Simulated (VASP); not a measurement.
CsPbBr3:

```xyz
5
Lattice="5.8700 0.0000 0.0000 0.0000 5.8700 0.0000 0.0000 0.0000 5.8700" Properties=species:S:1:pos:R:3 pbc="T T T"
Pb    2.9350    2.9350    2.9350
Cs    0.0000    0.0000    0.0000
Br    2.9350    2.9350    0.0000
Br    2.9350    0.0000    2.9350
Br    0.0000    2.9350    2.9350
```

Measurements of this composition are mostly on another form, of space group No. 62.

| Property | Result |
| --- | --- |
| Program | VASP 6.6.1 |
| Task | relaxation of cell and atoms |
| Functional | r2SCAN |
| Potentials or basis | VASP PAW PBE potentials, release 64 (Pb_d, Cs_sv, Br) |
| Cutoff | 600 eV |
| k mesh | 4 × 4 × 4 |
| Occupations | gaussian, width 0.02 eV |
| Spin | no spin polarisation |

At the start: pressure 0.9 GPa; volume 40.45 Å³/atom.

Task: How do energy, volume and symmetry change on relaxing?

Result: Over 3 steps the energy falls by 4.2 meV/atom and the volume is 42.04 Å³/atom (+3.9 %); space group Pm-3m (No. 221, to 0.05 Å).

Step by step:
| step | energy change (eV) | largest force (eV/Å) | pressure (GPa) | volume (Å³) |
| --- | --- | --- | --- | --- |
| 1 | 0.0000 | 0.0000 | 0.89 | 202.26 |
| 2 | -0.0205 | 0.0000 | 0.12 | 208.92 |
| 3 | -0.0209 | 0.0000 | -0.01 | 210.18 |

Final structure:
```xyz
5
Lattice="5.9456 0.0000 0.0000 0.0000 5.9456 0.0000 0.0000 0.0000 5.9456" Properties=species:S:1:pos:R:3 pbc="T T T"
Pb    2.9728    2.9728    2.9728
Cs    0.0000    0.0000    0.0000
Br    2.9728    2.9728    0.0000
Br    2.9728    0.0000    2.9728
Br    0.0000    2.9728    2.9728
```

Caveat: the PAW data sets were made with another functional, which shifts forces and pressure a little.
